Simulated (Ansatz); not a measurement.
**Ge under changes of volume**

One of the cells (39.048 Å³/atom); the others are scaled copies at fixed shape and fractional positions:

```
Ge
1.0
     4.05040    0.00000    0.00000
    -2.02520    3.50775    0.00000
     0.00000    0.00000   10.99336
Ge
4
Direct
  0.66667 0.33333 0.41485
  0.33333 0.66667 0.91485
  0.00000 0.00000 0.47745
  0.00000 0.00000 0.97745
```

This isn't the form of Ge at room conditions, which is diamond.

* Program: Ansatz 0.2.0
* Functional: LDA
* Potentials or basis: Ansatz PAW
* Cutoff: 420 eV (not typed: the program's choice for these potentials)
* k mesh: 8 × 8 × 3
* Occupations: fermi-dirac, width 0.05 eV
* Spin: no spin polarisation

| volume (Å³/atom) | energy over the lowest point (meV/atom) | pressure (GPa) | gap on the mesh (eV) | largest force (eV/Å) |
| --- | --- | --- | --- | --- |
| 36.705 | 0.00 | -0.8 | 0.70 | 0.125 |
| 37.486 | 5.61 | -1.5 | 0.69 | 0.181 |
| 38.267 | 14.16 | -2.0 | 0.68 | 0.231 |
| 39.048 | 25.30 | -2.5 | 0.56 | 0.277 |
| 39.829 | 38.70 | -3.0 | 0.44 | 0.319 |
| 40.610 | 54.12 | -3.3 | 0.34 | 0.358 |
| 41.391 | ? | ? | ? | ? |

Question: What does the run at 41.391 Å³/atom give?

Answer: Energy over the lowest point 71.29 meV/atom; pressure -3.7 GPa; gap on the mesh 0.25 eV; largest force 0.397 eV/Å.

Worked out: A Birch-Murnaghan fit of order 3 (a polynomial in V^(-2/3)) to the other rows has its minimum at 35.83 Å³/atom, just outside them, with B0 = V·E''(V) = 36 GPa and B' = 4.8 at fixed shape and positions, which overstates the stiffness. It gives 71.29 meV/atom at 41.391 Å³/atom, against the run's 71.29, and -dE/dV = -3.7 GPa, against -3.7. A parabola through the other rows of the gap, of slope -9.47 eV per unit of ln V there, extrapolates to 0.16 eV, against the run's 0.25.

Energies are extrapolated to zero smearing.

Caveats: odd divisions of the mesh miss points on the zone boundary, where band edges often lie, so the gap on the mesh can be too wide; the PAW data sets come from PBE, with cores solved anew for the run's functional, which leaves a small shift of forces and pressure.

A mesh can miss the band edges. Spin-orbit coupling on Ge is left out.
